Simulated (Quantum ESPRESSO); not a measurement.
The system is Hf.

```
CELL_PARAMETERS angstrom
3.19670 0.00000 0.00000
-1.59835 2.76842 0.00000
0.00000 0.00000 5.05780
ATOMIC_POSITIONS crystal
Hf 0.66667 0.33333 0.75000
Hf 0.33333 0.66667 0.25000
```

```yaml
Program: Quantum ESPRESSO 7.5
Task: phonons
Functional: LDA
Potentials_or_basis: PseudoDojo 0.4.1 SR LDA standard
Cutoff: 789 eV
Density_cutoff: 3157 eV
k_mesh: 8 × 8 × 4
Occupations: cold, width 0.2 eV
Spin: no spin polarisation
Form_of_the_LDA_correlation: PW92
Mixing_beta: 0.5
Most_SCF_iterations: 120
SCF_threshold: 4e-10 Ry
```

The cell and the atoms were relaxed first, to 20.60 Å³/atom (a = 3.111 Å, b = 3.111 Å, c = 4.916 Å, α = 90.00°, β = 90.00°, γ = 120.00°), and the response was taken there.

```cif
data_structure
_symmetry_space_group_name_H-M 'P 1'
_symmetry_Int_Tables_number 1
_cell_length_a 3.1111
_cell_length_b 3.1111
_cell_length_c 4.9156
_cell_angle_alpha 90.000
_cell_angle_beta 90.000
_cell_angle_gamma 120.000
_cell_volume 41.20
loop_
_atom_site_label
_atom_site_type_symbol
_atom_site_fract_x
_atom_site_fract_y
_atom_site_fract_z
_atom_site_occupancy
Hf1 Hf 0.66667 0.33333 0.75000 1
Hf2 Hf 0.33333 0.66667 0.25000 1
```

At Γ the optical frequencies are 69 69 137 cm⁻¹, at a pressure of 0.0 GPa.

Q: How do the modes respond when the cell is scaled evenly, at fixed shape?

A: The highest mode has a Grüneisen parameter of 2.18. 2 of the listed modes soften on compression, the most with -1.23. Real pressure also changes the shape of this cell, most of all in layered crystals, so these aren't the shifts under hydrostatic load.

Frequencies at 99 % and 101 % of the volume (pressures 1.3 and -1.2 GPa), ions relaxed:
```csv
mode,99 % (cm⁻¹),101 % (cm⁻¹),Grüneisen parameter
4,67.8,69.5,-1.23
5,67.8,69.5,-1.23
6,139.3,133.4,2.18
```

Modes are matched by their order; those that don't vary smoothly over the three volumes are left out.

Caveat: the mesh is thin for the phonons of a metal.
